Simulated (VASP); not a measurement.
Set up this calculation in VASP 6.6.1, as the native input.

```
Task                   : single point
Functional             : r2SCAN
Potentials or basis    : VASP PAW PBE potentials, release 64 (As, In_d, Sb)
Cutoff                 : 520 eV
k mesh                 : 6 × 6 × 4
Occupations            : fermi-dirac, width 0.02 eV
Spin                   : no spin polarisation
Dipole correction      : no
Further INCAR settings : ALGO = Normal; EDIFF = 1e-06; NBANDS = 26
```

The system is In2SbAs.

```
As In Sb
1.0
     4.48242    0.00000    0.00000
     0.00000    4.48242    0.00000
     0.00000    0.00000    6.43572
As In Sb
1 2 1
Direct
  0.00000 0.00000 0.00000
  0.00000 0.50000 0.76657
  0.50000 0.00000 0.23343
  0.50000 0.50000 0.50000
```

The cell was built by a generator and needn't be a form met in nature.

The cell isn't the ideal one: uniaxial_z strain +1.6%.

The input as run:

POSCAR

```
In2SbAs
1.0
    4.4824182406      0.0000000000      0.0000000000
    0.0000000000      4.4824182406      0.0000000000
    0.0000000000      0.0000000000      6.4357179593
As In Sb
1 2 1
Direct
    0.0000000000      0.0000000000      0.0000000000
    0.0000000000      0.5000000000      0.7665708775
    0.5000000000      0.0000000000      0.2334291225
    0.5000000000      0.5000000000      0.5000000000
```

INCAR.step1

```
ALGO = Normal
EDIFF = 1E-4
ENCUT = 520
GGA = PE
ISMEAR = -1
LASPH = True
LCHARG = False
LREAL = False
LWAVE = True
NBANDS = 26
NELM = 100
PREC = Accurate
SIGMA = 0.02
```

INCAR.step2

```
ALGO = Normal
EDIFF = 1E-6
ENCUT = 520
ISIF = 2
ISMEAR = -1
ISTART = 1
LASPH = True
LCHARG = False
LMIXTAU = True
LREAL = False
LWAVE = False
METAGGA = R2SCAN
NBANDS = 26
NELM = 100
PREC = Accurate
SIGMA = 0.02
```

KPOINTS

```
k-points
0
Gamma
  6 6 4
```

Potentials or basis: VASP PAW PBE potentials, release 64 (As, In_d, Sb).

Command:

```bash
$ cat potpaw_PBE.64/As/POTCAR potpaw_PBE.64/In_d/POTCAR potpaw_PBE.64/Sb/POTCAR > POTCAR
$ cp INCAR.step1 INCAR
$ mpirun -np 1 vasp_std > vasp.out
$ cp INCAR.step2 INCAR
$ mpirun -np 1 vasp_std > vasp.out
```

It gave:

```yaml
Pressure: -0.8 GPa
Band_gap_on_the_k_mesh: none (metal or under the smearing width)
```

Caveat: the PAW data sets were made with another functional, which shifts forces and pressure a little.

Wall time 2.5 min on 1 thread of Intel(R) Xeon(R) Platinum 8488C (Sapphire Rapids) (shared host), peak memory 0.32 GiB.
